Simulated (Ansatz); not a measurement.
## Nuclear-site quantities of BeTe as the cell is scaled

```
Be Te
1.0
     0.00000    2.83146    2.83146
     2.83146    0.00000    2.83146
     2.83146    2.83146    0.00000
Be Te
1 1
Cartesian
  0.0000 0.0000 0.0000
  1.4157 1.4157 1.4157
```

Atom numbers follow the list: Be1, Te2.

Conventional cell: a = 5.663 Å, b = 5.663 Å, c = 5.663 Å, α = 90.00°, β = 90.00°, γ = 90.00°. Be (atom 1) has 4 Te at 2.45 Å as nearest neighbours. Te (atom 2) is surrounded by 4 Be at 2.45 Å.

The cell is the one relaxed in the Materials Project (mp-252), not relaxed further here; entries there can be hypothetical.

No spin–orbit coupling, which matters for the heavy atoms here.

Theory: DFT, r2SCAN, all-electron PAW with datasets made for the crystal, scalar-relativistic (Ansatz 0.2.0).

The runs use a Γ-centred 8×8×8 k mesh, Fermi–Dirac smearing of 0.02 eV, cutoff 240 eV (chosen by the program for this cell), no spin polarisation.

The contact density is the mean electron density over the nuclear volume; its changes set Mössbauer isomer shifts. Changes below are taken from the unscaled cell, where it is 237.679 e/Å³ at Be1, 1.46604e+06 e/Å³ at Te2.

```
V/V(cell)  P (GPa)  Δρ(0) Be1 (e/Å³)  Δρ(0) Te2 (e/Å³)
   0.9600      2.4              0.03                 ?
   1.0000     -0.2              0.00              0.00
   1.0400     -2.3             -0.03                 ?
```

What belongs in the row "0.9600", column "Δρ(0) Te2 (e/Å³)"?

-1.69.

Fill in "Δρ(0) Te2 (e/Å³)" for the row "1.0400".

1.73.

The datasets are made afresh for each cell, so very small changes are uncertain. Scalar relativity leaves out the p1/2 density at heavy nuclei.
